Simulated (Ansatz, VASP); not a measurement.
## Two plane-wave programs on Fe

```
Fe
1.0
     2.46619    0.00000    0.00000
    -1.23309    2.13578    0.00000
     0.00000    0.00000    3.89249
Fe
2
Direct
  0.33333 0.66667 0.25000
  0.66667 0.33333 0.75000
```

Change from the starting cell: volume scaled by 1.04, PAW files.

Alike in both runs: task electric field gradients; functional PBE; k mesh 17 × 17 × 10; occupations fermi-dirac, width 0.08 eV; no spin polarisation.

```csv
,VASP,Ansatz
version,VASP 6.6.1,Ansatz 0.2.0
potentials or method,"VASP PAW PBE potentials, release 64 (Fe)","PAW with Ansatz's default frozen-core files, scalar-relativistic"
plane-wave cutoff (eV),520,420
valence electrons in the cell,16,32
```

|  | VASP | Ansatz | Ansatz less VASP |
| --- | --- | --- | --- |
| pressure (GPa) | -1.9 | -1.2 | +0.63 |
| largest component of the traceless stress (GPa) | 0.40 | 0.52 | +0.128 |
| Vzz of the field gradient on the site that differs most (V/Å²) | -7.3 | -4.1 | +3.17 |

The functional is the same, so the differences come from potentials, cutoffs and numerics. The two sets of potentials don't hold the same shells in valence.

Caveats: the run has no spin polarisation, though such a crystal can be magnetic. Spin polarisation is off, so any magnetic state and its effect on volume and gap are missing.
